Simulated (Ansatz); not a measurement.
Clamped-ion strain scan in Ba

Level of theory: DFT PBE, scalar-relativistic, plane waves, PAW in Ansatz. Settings: plane waves to 420 eV, k-mesh 14×14×14 (Γ-centred), Gaussian smearing 0.15 eV. No spin polarisation. Energies are free energies at this smearing, counted from the undisturbed cell; pressure is positive in compression.

Reference structure (as given, not relaxed at this level; it stands at 0.1 GPa):

```
Ba
1.0
    -2.50000    2.50000    2.50000
     2.50000   -2.50000    2.50000
     2.50000    2.50000   -2.50000
Ba
1
Direct
  0.00000 0.00000 0.00000
```

The cell is strained by ε times the Voigt pattern (1, -1, 0, 0, 0, 0) (xx, yy, zz, yz, xz, xy; engineering shear) with fractional coordinates fixed. The cell is metallic on the mesh throughout.

```csv
ε,ΔE (meV/atom)
-0.1000,19.8
-0.0500,4.8
0.0000,0.0
0.0125,0.3
0.0250,1.2
0.0375,2.7
0.0625,7.5
0.0750,10.8
0.0875,14.9
```

By symmetry 0.1000 repeats -0.1000, -0.0750 repeats 0.0750, 0.0500 repeats -0.0500, -0.0250 repeats 0.0250 in energy, with the opposite slope along the path.